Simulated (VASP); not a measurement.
# Ag2O (Pn-3m) in VASP: settings compared

Aim: see how the results for Ag2O move with the level of theory and the settings. Levels: revPBE, BLYP, AM05, PW91, optB88-vdW. Tasks: relaxation of cell and atoms.

All numbers are computed with VASP 6.6.1; they aren't measurements. Logs are shortened: lines on timing, memory, paths and dates and some standing lists are left out, and cuts for length are marked.

## 1. Starting point

It takes space group Pn-3m (No. 224, cubic). Conventional cell: a = 4.718 Å, b = 4.718 Å, c = 4.718 Å, α = 90.00°, β = 90.00°, γ = 90.00°. Around Ag (site symmetry -3m) lie 2 O at 2.04 Å. O (site symmetry -43m) has 4 Ag at 2.04 Å as nearest neighbours.

## 2. Relaxation of cell and atoms, revPBE

The input, INCAR:

```
SYSTEM = Ag2O
  PREC = Accurate
  ENCUT = 600
  EDIFF = 1E-7
  ISMEAR = -1
  SIGMA = 0.05
  LREAL = .FALSE.
  LASPH = .TRUE.
  NELM = 60
  ALGO = Normal
  ISIF = 3
  LWAVE = .FALSE.
  LCHARG = .FALSE.
  GGA = RE
  IBRION = 2
  NSW = 60
  EDIFFG = -0.01
```

The input, KPOINTS:

```
regular mesh
0
G
  5 5 5
  0 0 0
```

The input, POSCAR:

```
Ag2O
1.0
    4.7180000000      0.0000000000      0.0000000000
    0.0000000000      4.7180000000      0.0000000000
    0.0000000000      0.0000000000      4.7180000000
Ag O
4 2
Direct
    0.7500000000      0.2500000000      0.7500000000
    0.7500000000      0.7500000000      0.2500000000
    0.2500000000      0.7500000000      0.7500000000
    0.2500000000      0.2500000000      0.2500000000
    0.5000000000      0.5000000000      0.5000000000
    0.0000000000      0.0000000000      0.0000000000
```

Potentials or basis: VASP PAW PBE potentials, release 64 (Ag, O).

The run is started by

```console
$ cat potpaw_PBE.64/Ag/POTCAR potpaw_PBE.64/O/POTCAR > POTCAR
$ mpirun -np 1 vasp_std > vasp.out
```

OUTCAR:

```text
SYSTEM = Ag2O
   PREC = Accurate
   ENCUT = 600
   EDIFF = 1E-7
   ISMEAR = -1
   LREAL = .FALSE.
   LASPH = .TRUE.
   NELM = 60
   ISIF = 3
   GGA = RE
   IBRION = 2
   NSW = 60
   EDIFFG = -0.01

 ion  position               nearest neighbor table
   1  0.750  0.250  0.750-   5 2.04   6 2.04   4 3.34   2 3.34   3 3.34   2 3.34   4 3.34   2 3.34
                             3 3.34   2 3.34   3 3.34   4 3.34   4 3.34   3 3.34
   2  0.750  0.750  0.250-   5 2.04   6 2.04   4 3.34   1 3.34   3 3.34   1 3.34   3 3.34   1 3.34
                             4 3.34   1 3.34   3 3.34   4 3.34   3 3.34   4 3.34
   3  0.250  0.750  0.750-   5 2.04   6 2.04   4 3.34   1 3.34   2 3.34   2 3.34   4 3.34   1 3.34
                             4 3.34   4 3.34   1 3.34   2 3.34   2 3.34   1 3.34
   4  0.250  0.250  0.250-   5 2.04   6 2.04   3 3.34   1 3.34   2 3.34   1 3.34   3 3.34   2 3.34
                             3 3.34   3 3.34   1 3.34   2 3.34   1 3.34   2 3.34
   5  0.500  0.500  0.500-   1 2.04   2 2.04   3 2.04   4 2.04
   6  0.000  0.000  0.000-   1 2.04   2 2.04   3 2.04   4 2.04

  LATTYP: Found a simple cubic cell.
 ALAT       =     4.7180000000

  Lattice vectors:

 A1 = (   4.7180000000,   0.0000000000,   0.0000000000)
 A2 = (   0.0000000000,   4.7180000000,   0.0000000000)
 A3 = (   0.0000000000,   0.0000000000,   4.7180000000)

Analysis of symmetry for initial positions (statically):
=====================================================================
 Subroutine PRICEL returns:
 Original cell was already a primitive cell.

 Routine SETGRP: Setting up the symmetry group for a
 simple cubic supercell.

 Subroutine GETGRP returns: Found 48 space group operations
 (whereof 24 operations were pure point group operations)
 out of a pool of 48 trial point group operations.

The static configuration has the point symmetry T_d .
 The point group associated with its full space group is O_h .

Analysis of symmetry for dynamics (positions and initial velocities):
=====================================================================
 Subroutine PRICEL returns:
 Original cell was already a primitive cell.

 Routine SETGRP: Setting up the symmetry group for a
 simple cubic supercell.

 Subroutine GETGRP returns: Found 48 space group operations
 (whereof 24 operations were pure point group operations)
 out of a pool of 48 trial point group operations.

The dynamic configuration has the point symmetry T_d .
 The point group associated with its full space group is O_h .

 Subroutine INISYM returns: Found 48 space group operations
 (whereof 24 operations are pure point group operations),
 and found     1 'primitive' translations

----------------------------------------------------------------------------------------

                                     Primitive cell

  volume of cell :     105.0204

  direct lattice vectors                    reciprocal lattice vectors
[... 73 lines left out ...]
   ICHARG =      2    charge: 1-file 2-atom 10-const
   ISPIN  =      1    spin polarized calculation?
   LNONCOLLINEAR =      F non collinear calculations
   LSORBIT =      F    spin-orbit coupling
   LASPH  =      T    aspherical Exc in radial PAW
   ENCUT  =  600.0 eV  44.10 Ry    6.64 a.u.   9.42  9.42  9.42*2*pi/ulx,y,z
   NELM   =     60;   NELMIN=  2; NELMDL= -5     # of ELM steps
   EDIFF  = 0.1E-06   stopping-criterion for ELM
   LREAL  =      F    real-space projection
   EDIFFG = -.1E-01   stopping-criterion for IOM
   NSW    =     60    number of steps for IOM
   IBRION =      2    ionic relax: 0-MD 1-quasi-New 2-CG
   NFREE  =      1    steps in history (QN), initial steepest desc. (CG)
   ISIF   =      3    stress and relaxation
   ISYM   =      2    0-nonsym 1-usesym 2-fastsym
   POTIM  = 0.5000    time-step for ionic-motion
   TEBEG  =    0.0;   TEEND  =   0.0 temperature during run
   PSTRESS=    0.0 pullay stress
   NELECT =      56.0000    total number of electrons
   NUPDOWN=      -1.0000    fix difference up-down
   EMIN   =  10.00;   EMAX   =-10.00  energy-range for DOS
   EFERMI =   0.00;   METHOD = LEGACY
   ISMEAR =    -1;   SIGMA  =   0.05  broadening in eV -4-tet -1-fermi 0-gaus
   EFERMI_NEDOS =   21; number of points for ismear=-14 and -15
   IALGO  =     38    algorithm
   IMIX   =      4    mixing-type and parameters
     AMIX     =   0.40;   BMIX     =  1.00
     AMIX_MAG =   1.60;   BMIX_MAG =  1.00
  volume/ion in A,a.u.               =      17.50       118.12
  Fermi-wavevector in a.u.,A,eV,Ry     =   1.327536  2.508679 23.978245  1.762351
  Thomas-Fermi vector in A             =   2.456841
   LORBIT       =      0    0 simple, 1 ext, 2 COOP (PROOUT), +10 PAW based schemes
   GGA     = RE    functional components
   LHFCALC =     F    Hartree Fock is set to
   AEXX    =    0.0000 exact exchange contribution
   IVDW    =     0    specifies the selected vdW correction
   LEPSILON=     F    determine dielectric tensor
   LRPA    =     F    only Hartree local field effects (RPA)
 conjugate gradient relaxation of ions
 non-spin polarized calculation
  energy-cutoff  :      600.00
  volume of cell :      105.02
 maximum number of plane-waves:      3524
 NGX is ok and might be reduce to    40
   NGX = 19   NGY = 19   NGZ = 19

--------------------------------------- Ionic step        1  -------------------------------------------

 number of electron      56.0000025 magnetization

 Free energy of the ion-electron system (eV)
  ---------------------------------------------------
  ext. energy  EPLUGINS =         0.00000000
  ---------------------------------------------------
  free energy    TOTEN  =       -19.10666790 eV

  energy without entropy =      -19.10425123  energy(sigma->0) =      -19.10545956

 E-fermi :   4.9216     XC(G=0): -10.3818

 val. band max:        4.8905196937   @ k =   0.0000   0.0000   0.0000
 cond. band min:       5.3514828655   @ k =   0.2000   0.0000   0.0000
 fundamental gap:      0.4609631719
 Fermi energy:         4.9216222385

 k-point     1 :       0.0000    0.0000    0.0000
  band No.  band energies     occupation
      1     -14.1460      2.00000
      2     -13.4602      2.00000
      3      -2.0512      2.00000
      4      -2.0512      2.00000
      5      -2.0512      2.00000
      6       0.1959      2.00000
[... 428 lines left out ...]
--------------------------------------- Ionic step        3  -------------------------------------------

 number of electron      55.9999999 magnetization

 Free energy of the ion-electron system (eV)
  ---------------------------------------------------
  ext. energy  EPLUGINS =         0.00000000
  ---------------------------------------------------
  free energy    TOTEN  =       -19.32704785 eV

  energy without entropy =      -19.32413283  energy(sigma->0) =      -19.32559034

 E-fermi :   3.7777     XC(G=0):  -9.8438

 val. band max:        3.7029293356   @ k =   0.0000   0.0000   0.0000
 cond. band min:       4.1182902975   @ k =   0.2000   0.0000   0.0000
 fundamental gap:      0.4153609619
 Fermi energy:         3.7776958674

 k-point     1 :       0.0000    0.0000    0.0000
  band No.  band energies     occupation
      1     -14.4539      2.00000
      2     -13.9383      2.00000
      3      -2.2993      2.00000
      4      -2.2993      2.00000
      5      -2.2993      2.00000
      6      -0.2988      2.00000
[... 382 lines left out ...]
  FREE ENERGIE OF THE ION-ELECTRON SYSTEM (eV)
  ---------------------------------------------------
  free  energy   TOTEN  =       -19.3270478465 eV

  energy  without entropy=      -19.3241328285  energy(sigma->0) =      -19.32559034

 reached required accuracy - stopping structural energy minimisation
```

OSZICAR:

```text
N       E                     dE             d eps       ncg     rms          rms(c)
DAV:   1     0.419384435664E+03    0.41938E+03   -0.31674E+04   660   0.184E+03
DAV:   2     0.445413032838E+00   -0.41894E+03   -0.40757E+03   733   0.387E+02
DAV:   3    -0.228400679526E+02   -0.23285E+02   -0.23081E+02   727   0.900E+01
[... 34 lines left out ...]
DAV:   5    -0.193270478251E+02    0.38172E-03   -0.75998E-04   699   0.237E-01    0.333E-02
DAV:   6    -0.193270459597E+02    0.18654E-05   -0.27814E-04   742   0.937E-02    0.219E-02
DAV:   7    -0.193270462737E+02   -0.31399E-06   -0.16616E-05   734   0.241E-02    0.644E-03
DAV:   8    -0.193270477933E+02   -0.15197E-05   -0.25444E-06   685   0.973E-03    0.174E-03
DAV:   9    -0.193270478465E+02   -0.53121E-07   -0.12560E-07   421   0.204E-03
   3 F= -.19327048E+02 E0= -.19325590E+02  d E =-.220380E+00
```

CONTCAR:

```text
Ag2O
   1.00000000000000
     4.8702535833938514    0.0000000000000000    0.0000000000000000
     0.0000000000000000    4.8702535833938514   -0.0000000000000000
     0.0000000000000000   -0.0000000000000000    4.8702535833938514
  Ag              O
     4     2
Direct
     0.7500000000000000    0.2500000000000000    0.7500000000000000
     0.7500000000000000    0.7500000000000000    0.2500000000000000
     0.2500000000000000    0.7500000000000000    0.7500000000000000
     0.2500000000000000    0.2500000000000000    0.2500000000000000
     0.5000000000000000    0.5000000000000000    0.5000000000000000
     0.0000000000000000    0.0000000000000000    0.0000000000000000

  0.00000000E+00  0.00000000E+00  0.00000000E+00
  0.00000000E+00  0.00000000E+00  0.00000000E+00
  0.00000000E+00  0.00000000E+00  0.00000000E+00
  0.00000000E+00  0.00000000E+00  0.00000000E+00
  0.00000000E+00  0.00000000E+00  0.00000000E+00
  0.00000000E+00  0.00000000E+00  0.00000000E+00
```

It took 1.8 min on 1 thread of Intel Xeon Platinum 8488C (Sapphire Rapids), shared host; peak memory 0.25 GiB.

Results:

- Free energy: -19.3270 eV
- Relaxed volume: 19.25 Å³/atom
- Relaxed cell: a = 4.870 Å, b = 4.870 Å, c = 4.870 Å, α = 90.00°, β = 90.00°, γ = 90.00°
- Space group after relaxing (to 0.05 Å): Pn-3m (No. 224)
- Energy gained by relaxing: 36.7 meV/atom
- Ionic steps: 3
- Pressure after relaxing: 0.0 GPa
- Band gap on the k mesh: none (metal or under the smearing width)

The path:
| step | energy change (eV) | largest force (eV/Å) | pressure (GPa) | volume (Å³) |
| --- | --- | --- | --- | --- |
| 1 | 0.0000 | 0.0000 | 7.40 | 105.02 |
| 2 | -0.2128 | 0.0000 | -1.08 | 117.79 |
| 3 | -0.2204 | 0.0000 | 0.03 | 115.52 |

Final structure:
```
Ag O
1.0
     4.87025    0.00000    0.00000
     0.00000    4.87025    0.00000
     0.00000    0.00000    4.87025
Ag O
4 2
Direct
  0.75000 0.25000 0.75000
  0.75000 0.75000 0.25000
  0.25000 0.75000 0.75000
  0.25000 0.25000 0.25000
  0.50000 0.50000 0.50000
  0.00000 0.00000 0.00000
```

Levels at points of the mesh, in eV from the Fermi level:
| k point | band 25 | band 26 | band 27 | band 28 | band 29 | band 30 | band 31 | band 32 |
| --- | --- | --- | --- | --- | --- | --- | --- | --- |
| (0.00, 0.00, 0.00) | -2.52 | -0.14 | -0.07 | -0.07 | -0.07 | 2.35 | 2.35 | 6.84 |

Caveat: the PAW data sets were made with another functional, which shifts forces and pressure a little.

## 3. Relaxation of cell and atoms, BLYP

Edit INCAR of step 2 so:

```diff
@@ -13,3 +13,7 @@
   LCHARG = .FALSE.
-  GGA = RE
+  GGA = B5
+  ALDAX = 1.0
+  AGGAX = 1.0
+  AGGAC = 1.0
+  ALDAC = 0.0
   IBRION = 2
```

KPOINTS is that of step 2.

POSCAR is that of step 2.

Potentials or basis: VASP PAW PBE potentials, release 64 (Ag, O).

The run is started by

```console
$ cat potpaw_PBE.64/Ag/POTCAR potpaw_PBE.64/O/POTCAR > POTCAR
$ mpirun -np 1 vasp_std > vasp.out
```

Run time: 3.1 min. Hardware: 1 thread of Intel Xeon Platinum 8488C (Sapphire Rapids), shared host; peak memory 0.25 GiB.

Results (log left out):

```yaml
Free_energy: -19.4340 eV
Relaxed_volume: 19.67 Å³/atom
Relaxed_cell: a = 4.905 Å, b = 4.905 Å, c = 4.905 Å, α = 90.00°, β = 90.00°, γ = 90.00°
Space_group_after_relaxing_to_0.05_Å: Pn-3m (No. 224)
Energy_gained_by_relaxing: 57.9 meV/atom
Ionic_steps: 3
Pressure_after_relaxing: 0.0 GPa
Band_gap_on_the_k_mesh: none (metal or under the smearing width)
```

The path:
| step | energy change (eV) | largest force (eV/Å) | pressure (GPa) | volume (Å³) |
| --- | --- | --- | --- | --- |
| 1 | 0.0000 | 0.0000 | 9.59 | 105.02 |
| 2 | -0.3275 | 0.0000 | -1.70 | 121.76 |
| 3 | -0.3475 | 0.0000 | 0.04 | 118.01 |

Final structure:
```
Ag O
1.0
     4.90506    0.00000    0.00000
     0.00000    4.90506    0.00000
     0.00000    0.00000    4.90506
Ag O
4 2
Direct
  0.75000 0.25000 0.75000
  0.75000 0.75000 0.25000
  0.25000 0.75000 0.75000
  0.25000 0.25000 0.25000
  0.50000 0.50000 0.50000
  0.00000 0.00000 0.00000
```

Levels at points of the mesh, in eV from the Fermi level:
| k point | band 26 | band 27 | band 28 | band 29 | band 30 | band 31 |
| --- | --- | --- | --- | --- | --- | --- |
| (0.00, 0.00, 0.00) | -0.09 | -0.08 | -0.08 | -0.08 | 2.49 | 2.49 |

Caveat: the PAW data sets were made with another functional, which shifts forces and pressure a little.

## 4. Relaxation of cell and atoms, AM05

Edit INCAR of step 3 so:

```diff
@@ -13,7 +13,3 @@
   LCHARG = .FALSE.
-  GGA = B5
-  ALDAX = 1.0
-  AGGAX = 1.0
-  AGGAC = 1.0
-  ALDAC = 0.0
+  GGA = AM
   IBRION = 2
```

KPOINTS is that of step 3.

POSCAR is that of step 3.

The run is started by

```console
$ cat potpaw_PBE.64/Ag/POTCAR potpaw_PBE.64/O/POTCAR > POTCAR
$ mpirun -np 1 vasp_std > vasp.out
```

It took 58 s on 1 thread of Intel Xeon Platinum 8488C (Sapphire Rapids), shared host; peak memory 0.24 GiB.

The run converged. Its results:

```
Free energy             : -22.4810 eV
Pressure after relaxing : 0.0 GPa
Band gap on the k mesh  : none (metal or under the smearing width)
```

Final structure:
```
Ag O
1.0
     4.71800    0.00000    0.00000
     0.00000    4.71800    0.00000
     0.00000    0.00000    4.71800
Ag O
4 2
Cartesian
  3.5385 1.1795 3.5385
  3.5385 3.5385 1.1795
  1.1795 3.5385 3.5385
  1.1795 1.1795 1.1795
  2.3590 2.3590 2.3590
  0.0000 0.0000 0.0000
```

Levels at points of the mesh, in eV from the Fermi level:
| k point | band 24 | band 25 | band 26 | band 27 | band 28 | band 29 | band 30 | band 31 | band 32 | band 33 |
| --- | --- | --- | --- | --- | --- | --- | --- | --- | --- | --- |
| (0.00, 0.00, 0.00) | -2.72 | -2.72 | -0.08 | -0.08 | -0.08 | -0.05 | 1.89 | 1.89 | 7.18 | 7.18 |

Caveat: the relaxation stopped at its first step, so nothing moved; the PAW data sets were made with another functional, which shifts forces and pressure a little.

## 5. Relaxation of cell and atoms, PW91

Edit INCAR of step 4 so:

```diff
@@ -13,3 +13,3 @@
   LCHARG = .FALSE.
-  GGA = AM
+  GGA = 91
   IBRION = 2
```

KPOINTS is that of step 4.

POSCAR is that of step 4.

The run is started by

```console
$ cat potpaw_PBE.64/Ag/POTCAR potpaw_PBE.64/O/POTCAR > POTCAR
$ mpirun -np 1 vasp_std > vasp.out
```

Run time: 1.8 min. Hardware: 1 thread of Intel Xeon Platinum 8488C (Sapphire Rapids), shared host; peak memory 0.26 GiB.

The run converged. Its results:

- Free energy: -21.7156 eV
- Relaxed volume: 18.48 Å³/atom
- Relaxed cell: a = 4.804 Å, b = 4.804 Å, c = 4.804 Å, α = 90.00°, β = 90.00°, γ = 90.00°
- Space group after relaxing (to 0.05 Å): Pn-3m (No. 224)
- Energy gained by relaxing: 13.1 meV/atom
- Ionic steps: 3
- Pressure after relaxing: 0.0 GPa
- Band gap on the k mesh: none (metal or under the smearing width)

The path:
```
step  energy change (eV)  largest force (eV/Å)  pressure (GPa)  volume (Å³)
   1              0.0000                0.0000            4.52       105.02
   2             -0.0720                0.0000           -1.12       112.71
   3             -0.0784                0.0000            0.01       110.88
```

Final structure:
```
Ag O
1.0
     4.80422    0.00000    0.00000
     0.00000    4.80422    0.00000
     0.00000    0.00000    4.80422
Ag O
4 2
Direct
  0.75000 0.25000 0.75000
  0.75000 0.75000 0.25000
  0.25000 0.75000 0.75000
  0.25000 0.25000 0.25000
  0.50000 0.50000 0.50000
  0.00000 0.00000 0.00000
```

Levels at points of the mesh, in eV from the Fermi level:
```csv
k point,band 25,band 26,band 27,band 28,band 29,band 30,band 31,band 32
"(0.00, 0.00, 0.00)",-2.59,-0.10,-0.07,-0.07,-0.07,2.15,2.15,6.97
```

Caveat: the PAW data sets were made with another functional, which shifts forces and pressure a little.

(Continued in part 2 of 2.)
